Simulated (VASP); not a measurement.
The system is KCl (Sylvite).

```xyz
2
Lattice="0.0000 3.1465 3.1465 3.1465 0.0000 3.1465 3.1465 3.1465 0.0000" Properties=species:S:1:pos:R:3 pbc="T T T"
K     0.0000    0.0000    0.0000
Cl    3.1465    3.1465    3.1465
```

Base run:

```yaml
Program: VASP 6.6.1
Functional: RPBE
Potentials_or_basis: VASP PAW PBE potentials, release 54 (K_sv, Cl)
Cutoff: 520 eV
k_mesh: 7 × 7 × 7
Occupations: gaussian, width 0.1 eV
Spin: no spin polarisation
```

Its results: band gap on the k mesh 5.54 eV, direct; pressure 2.4 GPa.

Problem. The run is repeated on the same cell with these changes: functional from RPBE to vdW-DF-cx; further incar settings from ALGO = Normal; EDIFF = 1e-07; NBANDS = 15 to ALGO = Normal; EDIFF = 1e-06. What comes out?

Solution. Band gap on the k mesh 5.30 eV, direct; pressure 0.0 GPa.

Caveats: the PAW data sets were made with another functional, which shifts forces and pressure a little; an odd mesh through Γ misses points on the zone boundary, where band edges often lie.

Not every run made on this cell is shown here.
